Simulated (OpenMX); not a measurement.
**Al: equation of state with PBE**

**What was measured.**

From “The interpretation of polycrystalline coherent inelastic neutron scattering from aluminium”, 2013, pmc:3831299, for a bulk crystal of Al: bulk modulus 76.9 GPa.

Crystal: Al.

```xyz
1
Lattice="0.0000 2.0248 2.0248 2.0248 0.0000 2.0248 2.0248 2.0248 0.0000" Properties=species:S:1:pos:R:3 pbc="T T T"
Al    0.0000    0.0000    0.0000
```

```json
{
  "Program": "OpenMX 3.8.5",
  "Task": "equation of state",
  "Functional": "PBE",
  "Potentials or basis": "OpenMX 2013 PBE set, Al7.0-s2p1d1, fixed grid of 24 × 24 × 24 points",
  "k mesh": "11 × 11 × 11",
  "Occupations": "fermi-dirac, width 0.05 eV",
  "Spin": "no spin polarisation"
}
```

```
Equilibrium volume                      : 16.43 Å³/atom
Bulk modulus                            : 78 GPa
Pressure derivative of the bulk modulus : 4.7
```

Energy against volume, from the lowest point:
```csv
volume (Å³/atom),energy (meV/atom)
15.607,10.82
15.939,3.46
16.271,0.00
16.603,0.02
16.935,3.10
17.267,8.95
17.599,17.26
```

Measured bulk modulus of Al: 76.9 GPa (quoted in “The interpretation of polycrystalline coherent inelastic neutron scattering from aluminium”, 2013, pmc:3831299). This calculation gives 78 GPa (+1.6 %). The fit is for a static lattice scaled at fixed shape and fixed fractional positions.

Caveat: volumes in these bases differ from converged ones by about 1 %, for some elements by several; the basis of atomic orbitals isn't converged, which shifts pressures, moduli and gaps.
